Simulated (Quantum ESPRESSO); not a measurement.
Ni, 1 atom in the cell. The structure is cubic, space group Im-3m (No. 229). The conventional cell has a = 2.767 Å, b = 2.767 Å, c = 2.767 Å, α = 90.00°, β = 90.00°, γ = 90.00°. Ni (site symmetry m-3m) is surrounded by 8 Ni at 2.40 Å. This isn't the form of Ni at room conditions, which is fcc.

```yaml
Program: Quantum ESPRESSO 7.5
Task: single point
Functional: PBE
Potentials_or_basis: PseudoDojo 0.4 FR PBE standard
Cutoff: 1333 eV
Density_cutoff: 5333 eV
k_mesh: 4 × 4 × 4
Occupations: fermi-dirac, width 0.05 eV
Spin: non-collinear spin, ferromagnetic start, spin-orbit coupling
Starting_moments: "[[0.577, 0.577, 0.577]] μB"
Mixing_beta: 0.3
Most_SCF_iterations: 120
SCF_threshold: 2e-10 Ry
```

Potentials or basis: PseudoDojo 0.4 FR PBE standard.

Launch:

```console
$ OMP_NUM_THREADS=2 pw.x -in pw.in > pw.out
```

Hardware: 2 threads of Arm Neoverse V2, on a shared host.

Problem. Estimate the wall time of this run.

Solution. Wall time 2.4 min on 2 threads of Arm Neoverse V2, with other jobs on the host, peak memory 0.07 GiB. Counts: scf iterations 45, bands 36, k points 13, g dense 9405.
